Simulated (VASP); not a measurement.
Write the native input for VASP 6.6.1 that does the following.

```yaml
Task: relaxation of cell and atoms
Functional: PBE
Potentials_or_basis: VASP PAW PBE potentials, release 64 (Gd)
Cutoff: 600 eV
k_mesh: 7 × 7 × 7
Occupations: fermi-dirac, width 0.05 eV
Spin: collinear spin, ferromagnetic start
Starting_moments: "[7.0] μB"
Further_INCAR_settings: ALGO = Normal; EDIFF = 1e-07; IBRION = 2; EDIFFG = -0.01; NSW = 60; ISIF = 3
```

The structure of Gd lies in POSCAR:

```
Gd
1.0
   -2.0250000000      2.0250000000      2.0250000000
    2.0250000000     -2.0250000000      2.0250000000
    2.0250000000      2.0250000000     -2.0250000000
Gd
1
Direct
    0.0000000000      0.0000000000      0.0000000000
```

This isn't the form of Gd at room conditions, which is hcp.

The input as run:

INCAR

```
SYSTEM = Gd
PREC = Accurate
ENCUT = 600
EDIFF = 1E-7
ISMEAR = -1
SIGMA = 0.05
LREAL = .FALSE.
LASPH = .TRUE.
NELM = 100
ALGO = Normal
ISIF = 3
LWAVE = .FALSE.
LCHARG = .FALSE.
ISPIN = 2
MAGMOM = 7
LORBIT = 11
LMAXMIX = 6
GGA = PE
IBRION = 2
NSW = 60
EDIFFG = -0.01
PSTRESS = 0
```

KPOINTS

```
Automatic mesh
0
G
  7 7 7
  0 0 0
```

Potentials or basis: VASP PAW PBE potentials, release 64 (Gd).

Launch:

```console
$ cat potpaw_PBE.64/Gd/POTCAR > POTCAR
$ mpirun -np 1 vasp_std > vasp.out
```

It gave:

```json
{
  "Relaxed volume": "33.14 Å³/atom",
  "Relaxed cell": "a = 3.505 Å, b = 3.505 Å, c = 3.505 Å, α = 109.47°, β = 109.47°, γ = 109.47°",
  "Space group after relaxing (to 0.05 Å)": "Im-3m (No. 229)",
  "Energy gained by relaxing": "0.0 meV/atom",
  "Ionic steps": "4",
  "Pressure after relaxing": "0.0 GPa",
  "Band gap on the k mesh": "none (metal or under the smearing width)",
  "Net moment": "7.63 μB per cell",
  "Site moments": "Gd +7.01 μB",
  "Valence electrons inside the program's atomic spheres": "Gd 15.20"
}
```

Caveat: spin-orbit coupling is left out, which moves the levels of the heavy elements.

Wall time 2 min on 1 thread of Intel(R) Xeon(R) 6975P-C (Granite Rapids) (shared host), peak memory 0.19 GiB.
